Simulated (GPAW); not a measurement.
The system is HfN.

```
Hf N
1.0
     0.00000    2.25600    2.25600
     2.25600    0.00000    2.25600
     2.25600    2.25600    0.00000
Hf N
1 1
Direct
  0.00000 0.00000 0.00000
  0.50000 0.50000 0.50000
```

```yaml
Program: GPAW 26.7.0
Task: relaxation of cell and atoms
Functional: PBEsol
Dispersion: D3(BJ)+ATM
Potentials_or_basis: PAW data sets generated in the run's folder for this functional
Cutoff: 800 eV
Basis: pw
k_mesh: 10 × 10 × 10
Occupations: fermi-dirac, width 0.05 eV
Spin: no spin polarisation
```

At the start: pressure -6.1 GPa; volume 11.48 Å³/atom.

Problem. Where does the relaxation end?

Solution. Over 3 steps the energy falls by 3.7 meV/atom and the volume is 11.24 Å³/atom (-2.1 %); space group Fm-3m (No. 225, to 0.05 Å).

Step by step:
```
step  energy change (eV)  largest force (eV/Å)  pressure (GPa)  volume (Å³)
   1              0.0000                0.0000           -6.08        22.96
   2             -0.0056                0.0000           -3.44        22.75
   3             -0.0074                0.0000            0.09        22.48
```

Final structure:
```
CELL_PARAMETERS angstrom
0.00000 2.24007 2.24007
2.24007 0.00000 2.24007
2.24007 2.24007 0.00000
ATOMIC_POSITIONS crystal
Hf 0.00000 0.00000 0.00000
N 0.50000 0.50000 0.50000
```

Caveat: later steps reuse the first step's grids; pairwise dispersion overbinds metals, which lowers pressure and volume.
